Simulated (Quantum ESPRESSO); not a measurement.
The system is WC.

```xyz
2
Lattice="0.0000 2.1927 2.1927 2.1927 0.0000 2.1927 2.1927 2.1927 0.0000" Properties=species:S:1:pos:R:3 pbc="T T T"
W     0.0000    0.0000    0.0000
C     2.1927    2.1927    2.1927
```

Measurements of this composition are mostly on another form, of space group No. 187.

```yaml
Program: Quantum ESPRESSO 7.5
Task: single point
Functional: PBE
Potentials_or_basis: SSSP 1.3 efficiency PBE
Cutoff: 748 eV
Density_cutoff: 5987 eV
k_mesh: 10 × 10 × 10
Occupations: fermi-dirac, width 0.05 eV
Spin: no spin polarisation
```

On this cell: pressure -0.8 GPa; largest force zero by symmetry; band gap on the k mesh none (metal or under the smearing width).

The same run follows on a disturbed copy (atoms moved at random, drawn with an rms of 0.05 Å):

```
W C
1.0
     0.00000    2.19268    2.19268
     2.19268    0.00000    2.19268
     2.19268    2.19268    0.00000
W C
1 1
Cartesian
  -0.0044 -0.0321 -0.0488
  2.1767 2.2019 2.2440
```

Problem. What does the disturbed cell give?

Solution. The energy (extrapolated to zero smearing) moves by +20.2 meV/atom; pressure 1.2 GPa; largest force 0.742 eV/Å; band gap on the k mesh none (metal or under the smearing width).

Forces on the atoms (eV/Å):
```
W   -0.079  0.290  0.679
C    0.079 -0.290 -0.679
```

Stress tensor (GPa, compression positive):
```
-0.86 -0.02  0.00
-0.02 -0.02 -0.04
 0.00 -0.04  4.41
```
